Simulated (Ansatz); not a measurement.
**Molecular dynamics of WC**

Input file:

```yaml
crystal:
  lattice:
    - [-2.946891, -5.104166, 0.0]
    - [4.420337, -2.552083, 0.0]
    - [0.0, 0.0, 5.783618]
  atoms:
    - { symbol: W, position: [0.73107913, 0.47646146, -0.02313366] }
    - { symbol: C, position: [0.4647238, 0.62460234, 0.21848693] }
    - { symbol: W, position: [0.73975051, 0.4855158, 0.46724645] }
    - { symbol: C, position: [0.49939597, 0.60959313, 0.76458383] }
    - { symbol: W, position: [0.44803342, -0.03729831, -0.00522846] }
    - { symbol: C, position: [0.24073394, 0.13472128, 0.30293757] }
    - { symbol: W, position: [0.49112768, -0.02146579, 0.52163725] }
    - { symbol: C, position: [0.22614094, 0.12979131, 0.76151325] }
    - { symbol: W, position: [0.23925794, 0.46593002, -0.01600743] }
    - { symbol: C, position: [0.03048503, 0.63109905, 0.2492846] }
    - { symbol: W, position: [0.24225355, 0.47055613, 0.52980551] }
    - { symbol: C, position: [-0.08324056, 0.65277941, 0.70755913] }
    - { symbol: W, position: [-0.01499038, -0.03427858, -0.00556751] }
    - { symbol: C, position: [0.74079078, 0.12262893, 0.21648977] }
    - { symbol: W, position: [-0.01635801, -0.04298731, 0.46278261] }
    - { symbol: C, position: [0.7592727, 0.13560356, 0.7373294] }
basis:
  ecutwfc: 420.0
kpoints:
  mp_grid: { grid: [2, 2, 2] }
hamiltonian:
  xc: pbe
  pseudopotentials: { kind: paw, azcp: { folder: soft_1 } }
scf:
  occupations: { method: fermi_dirac, width: 0.002 }
  lower_state_search: "off"
  max_iter: 86
md:
  timestep: 1
  n_steps: 200
  ensemble: npt_langevin
  temperature: 2450.0
  initial_velocities: maxwell_boltzmann
  seed: 733337
  friction: 0.005
  pressure: 10.0
  fix_cell: []
```

Launched with:

```bash
$ ansatz run input.yaml --threads 1 --pin off --max-ram 3072MiB --backend cpu --events-out ev --progress --plain --runs-dir out
```

It goes on from the last frame of an earlier run, with new velocities.

Output, in part (step lines):

```
md step     0: t =     0.00 fs  T =  2296.9 K  F+E_penalty+E_count = -85090.48501879 eV  E_kin = 4.750305 eV  conserved = -85075.96444590 eV  P_inst = 4.9198 GPa  V = 173.9877 Å³  selection 1  (9 SCF iters)
md step     1: t =     1.00 fs  T =  2154.4 K  F+E_penalty+E_count = -85090.16921329 eV  E_kin = 4.455589 eV  conserved = -85075.96294372 eV  P_inst = 5.5612 GPa  V = 173.9853 Å³  selection 1  (7 SCF iters)
md step     2: t =     2.00 fs  T =  1989.6 K  F+E_penalty+E_count = -85089.89751738 eV  E_kin = 4.114871 eV  conserved = -85075.96095108 eV  P_inst = 6.0747 GPa  V = 173.9797 Å³  selection 1  (7 SCF iters)
md step     3: t =     3.00 fs  T =  1824.0 K  F+E_penalty+E_count = -85089.69077748 eV  E_kin = 3.772406 eV  conserved = -85075.96219191 eV  P_inst = 6.4737 GPa  V = 173.9575 Å³  selection 1  (6 SCF iters)
md step     4: t =     4.00 fs  T =  1761.6 K  F+E_penalty+E_count = -85089.54608717 eV  E_kin = 3.643365 eV  conserved = -85075.96179977 eV  P_inst = 6.9666 GPa  V = 173.9061 Å³  selection 1  (6 SCF iters)
md step     5: t =     5.00 fs  T =  1833.3 K  F+E_penalty+E_count = -85089.46764671 eV  E_kin = 3.791597 eV  conserved = -85075.96204104 eV  P_inst = 7.5197 GPa  V = 173.8492 Å³  selection 1  (6 SCF iters)
md step     6: t =     6.00 fs  T =  1778.6 K  F+E_penalty+E_count = -85089.46573673 eV  E_kin = 3.678347 eV  conserved = -85075.96223559 eV  P_inst = 7.7544 GPa  V = 173.7980 Å³  selection 1  (5 SCF iters)
md step     7: t =     7.00 fs  T =  1777.7 K  F+E_penalty+E_count = -85089.53573913 eV  E_kin = 3.676569 eV  conserved = -85075.96324964 eV  P_inst = 7.8747 GPa  V = 173.7606 Å³  selection 1  (5 SCF iters)
[... lines left out ...]
```

The steps, from the saved trajectory:

```json
{"time (fs)": "0.0", "T (K)": "2297", "potential energy less start (eV)": "0.000", "conserved less start (meV/atom)": "0.00", "P (GPa)": "4.9", "volume (Å³)": "174.0"}
{"time (fs)": "6.0", "T (K)": "1779", "potential energy less start (eV)": "1.019", "conserved less start (meV/atom)": "0.14", "P (GPa)": "7.8", "volume (Å³)": "173.8"}
{"time (fs)": "12.0", "T (K)": "2211", "potential energy less start (eV)": "-0.022", "conserved less start (meV/atom)": "-0.16", "P (GPa)": "7.6", "volume (Å³)": "173.5"}
{"time (fs)": "18.0", "T (K)": "2743", "potential energy less start (eV)": "-1.295", "conserved less start (meV/atom)": "-0.31", "P (GPa)": "6.8", "volume (Å³)": "172.9"}
{"time (fs)": "24.0", "T (K)": "2932", "potential energy less start (eV)": "-1.350", "conserved less start (meV/atom)": "-0.28", "P (GPa)": "9.2", "volume (Å³)": "172.0"}
{"time (fs)": "30.0", "T (K)": "2481", "potential energy less start (eV)": "-0.543", "conserved less start (meV/atom)": "-0.03", "P (GPa)": "12.9", "volume (Å³)": "170.6"}
{"time (fs)": "36.0", "T (K)": "2598", "potential energy less start (eV)": "-0.368", "conserved less start (meV/atom)": "0.04", "P (GPa)": "15.1", "volume (Å³)": "169.7"}
{"time (fs)": "42.0", "T (K)": "2927", "potential energy less start (eV)": "-1.239", "conserved less start (meV/atom)": "-0.24", "P (GPa)": "14.3", "volume (Å³)": "169.4"}
{"time (fs)": "48.0", "T (K)": "2460", "potential energy less start (eV)": "-0.992", "conserved less start (meV/atom)": "-0.34", "P (GPa)": "13.6", "volume (Å³)": "170.0"}
{"time (fs)": "54.0", "T (K)": "2021", "potential energy less start (eV)": "-0.190", "conserved less start (meV/atom)": "-0.12", "P (GPa)": "12.2", "volume (Å³)": "171.2"}
{"time (fs)": "60.0", "T (K)": "2079", "potential energy less start (eV)": "-0.315", "conserved less start (meV/atom)": "-0.19", "P (GPa)": "8.1", "volume (Å³)": "172.6"}
{"time (fs)": "66.0", "T (K)": "2495", "potential energy less start (eV)": "-1.062", "conserved less start (meV/atom)": "-0.33", "P (GPa)": "2.6", "volume (Å³)": "173.9"}
{"time (fs)": "72.0", "T (K)": "2613", "potential energy less start (eV)": "-1.279", "conserved less start (meV/atom)": "-0.29", "P (GPa)": "-0.3", "volume (Å³)": "175.0"}
{"time (fs)": "78.0", "T (K)": "2488", "potential energy less start (eV)": "-1.024", "conserved less start (meV/atom)": "-0.18", "P (GPa)": "1.2", "volume (Å³)": "174.9"}
{"time (fs)": "84.0", "T (K)": "2337", "potential energy less start (eV)": "-0.766", "conserved less start (meV/atom)": "-0.03", "P (GPa)": "2.5", "volume (Å³)": "174.6"}
{"time (fs)": "90.0", "T (K)": "2674", "potential energy less start (eV)": "-1.104", "conserved less start (meV/atom)": "-0.21", "P (GPa)": "4.3", "volume (Å³)": "173.8"}
{"time (fs)": "96.0", "T (K)": "2891", "potential energy less start (eV)": "-1.084", "conserved less start (meV/atom)": "-0.29", "P (GPa)": "8.5", "volume (Å³)": "172.0"}
{"time (fs)": "102.0", "T (K)": "2617", "potential energy less start (eV)": "-0.266", "conserved less start (meV/atom)": "-0.10", "P (GPa)": "14.6", "volume (Å³)": "170.1"}
{"time (fs)": "108.0", "T (K)": "2534", "potential energy less start (eV)": "-0.024", "conserved less start (meV/atom)": "-0.22", "P (GPa)": "18.7", "volume (Å³)": "168.4"}
{"time (fs)": "114.0", "T (K)": "2648", "potential energy less start (eV)": "0.049", "conserved less start (meV/atom)": "-0.11", "P (GPa)": "22.3", "volume (Å³)": "167.0"}
{"time (fs)": "120.0", "T (K)": "3198", "potential energy less start (eV)": "-0.564", "conserved less start (meV/atom)": "-0.36", "P (GPa)": "22.4", "volume (Å³)": "166.3"}
{"time (fs)": "126.0", "T (K)": "2783", "potential energy less start (eV)": "-0.647", "conserved less start (meV/atom)": "-0.15", "P (GPa)": "22.4", "volume (Å³)": "166.0"}
{"time (fs)": "132.0", "T (K)": "2877", "potential energy less start (eV)": "-0.976", "conserved less start (meV/atom)": "-0.11", "P (GPa)": "21.8", "volume (Å³)": "166.2"}
{"time (fs)": "138.0", "T (K)": "2980", "potential energy less start (eV)": "-1.418", "conserved less start (meV/atom)": "-0.17", "P (GPa)": "18.5", "volume (Å³)": "167.0"}
{"time (fs)": "144.0", "T (K)": "2738", "potential energy less start (eV)": "-1.372", "conserved less start (meV/atom)": "-0.13", "P (GPa)": "14.4", "volume (Å³)": "168.4"}
{"time (fs)": "150.0", "T (K)": "2467", "potential energy less start (eV)": "-1.159", "conserved less start (meV/atom)": "-0.11", "P (GPa)": "10.2", "volume (Å³)": "169.9"}
{"time (fs)": "156.0", "T (K)": "2155", "potential energy less start (eV)": "-0.919", "conserved less start (meV/atom)": "0.00", "P (GPa)": "6.3", "volume (Å³)": "171.6"}
{"time (fs)": "162.0", "T (K)": "2255", "potential energy less start (eV)": "-1.124", "conserved less start (meV/atom)": "0.02", "P (GPa)": "3.1", "volume (Å³)": "173.1"}
{"time (fs)": "168.0", "T (K)": "2627", "potential energy less start (eV)": "-1.529", "conserved less start (meV/atom)": "-0.24", "P (GPa)": "2.1", "volume (Å³)": "173.8"}
{"time (fs)": "174.0", "T (K)": "2158", "potential energy less start (eV)": "-0.740", "conserved less start (meV/atom)": "-0.11", "P (GPa)": "3.7", "volume (Å³)": "174.2"}
{"time (fs)": "180.0", "T (K)": "1789", "potential energy less start (eV)": "0.138", "conserved less start (meV/atom)": "0.07", "P (GPa)": "5.3", "volume (Å³)": "174.4"}
{"time (fs)": "186.0", "T (K)": "2015", "potential energy less start (eV)": "-0.430", "conserved less start (meV/atom)": "-0.03", "P (GPa)": "4.6", "volume (Å³)": "173.8"}
{"time (fs)": "192.0", "T (K)": "2648", "potential energy less start (eV)": "-1.624", "conserved less start (meV/atom)": "-0.19", "P (GPa)": "4.1", "volume (Å³)": "172.8"}
{"time (fs)": "198.0", "T (K)": "2865", "potential energy less start (eV)": "-1.834", "conserved less start (meV/atom)": "-0.20", "P (GPa)": "6.6", "volume (Å³)": "171.5"}
```

All steps were run. The conserved energy stayed within 0.47 meV per atom of its start (net change -0.15 meV per atom), so the integration is sound. A run of 0.2 ps of so small a system gives no equilibrium averages. The smearing is very narrow for this mesh. Limits of this set-up: coarse k mesh. The cell's volume went from 174 to 171 Å³.

Mean squared displacements from the first frame to the last, about the centre of mass, the cell's change included: W 0.04 Å², C 0.10 Å².

Last frame:

```xyz
16
Lattice="-3.0555 -5.1491 -0.0512 4.3520 -2.4411 0.0738 0.0976 0.0017 5.7261" Properties=species:S:1:pos:R:3
W -0.362 -4.690 -0.193
C 0.976 -3.903 1.509
W -0.547 -4.914 2.774
C 1.151 -4.068 4.255
W -1.764 -2.092 0.038
C -0.236 -1.345 1.372
W -1.948 -2.419 2.830
C -0.438 -1.300 4.189
W 0.988 -2.257 -0.004
C 2.496 -1.420 1.361
W 1.011 -2.110 2.807
C 2.608 -1.521 4.321
W -0.338 0.339 -0.076
C -1.833 -3.987 1.207
W -0.209 0.215 2.753
C -1.741 -3.973 4.205
```

The run took 16 min on 1 thread of Arm Neoverse V2, on a shared host, peak memory 0.56 GiB.
